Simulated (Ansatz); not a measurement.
**An inverse problem**

Cell vectors (Å):

```
0.0000 2.5321 2.5321
2.5321 0.0000 2.5321
2.5321 2.5321 0.0000
```

```tsv
atom	a	b	c
Zr	0.0000	0.0000	0.0000
X	0.2500	0.2500	0.2500
X	0.7500	0.7500	0.7500
```

Level of theory: PBEsol, PAW on Ansatz 0.2.0's default frozen-core files (fitted under PBE), scalar-relativistic. k mesh 8×8×8, strains of ±0.008, fixed occupations.

Elastic constants of a crystal by Kohn-Sham DFT: slopes of the stress over finite engineering strains of the given cell, Voigt indices, Cartesian axes as in the cell vectors.

```
index  elastic (GPa)
   11            550
   12            107
   44           67.1
```

Q: All X atoms are one element. Which one was computed?

A: O; the crystal is ZrO₂ (Fm-3m).

Known limits: frozen-core PAW files fitted under PBE, their cores solved anew for the functional of the run; this form is stable only when hot or under pressure; cold crystals distort or take another structure.
